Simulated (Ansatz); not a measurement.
Input and command of a plane-wave DFT calculation in Ansatz:

```yaml
crystal:
  lattice:
    - [-1.3883699304, 1.3883699304, 1.3132044618]
    - [1.3883699304, -1.3883699304, 1.3132044618]
    - [1.3883699304, 1.3883699304, -1.3132044618]
  atoms:
    - { symbol: Ni, position: [0.0, 0.0, 0.0], spin: 0.78 }
basis:
  ecutwfc: 500
kpoints:
  mp_grid: { grid: [10, 10, 10] }
hamiltonian:
  xc: r2scan
scf:
  occupations: { method: gaussian, width: 0.1 }
output:
  forces: true
  stress: true
  eigenvalues: true
  populations: true
magnetization:
  spin_polarized: true
relax:
  adjacent_minimum: "off"
  f_tol: 0.05
  max_steps: 60
  cell: { stress_tol: 0.5 }
```

```bash
ansatz run input.yaml --threads 1 --pin off --max-ram 2560MiB --backend cpu --events-out ev --progress --plain --runs-dir out
```

Processor: Arm Neoverse V2, 1 thread, on a host shared with other jobs.

Question: Estimate time, memory and problem size.

Answer: About 42 s on 1 thread of Arm Neoverse V2, on a shared host, peak memory 0.32 GiB. It solves 14 bands at 102 k points (the mesh reduced by symmetry) with about 273 plane waves (on the last cell), in 83 SCF iterations over 7 ionic steps.
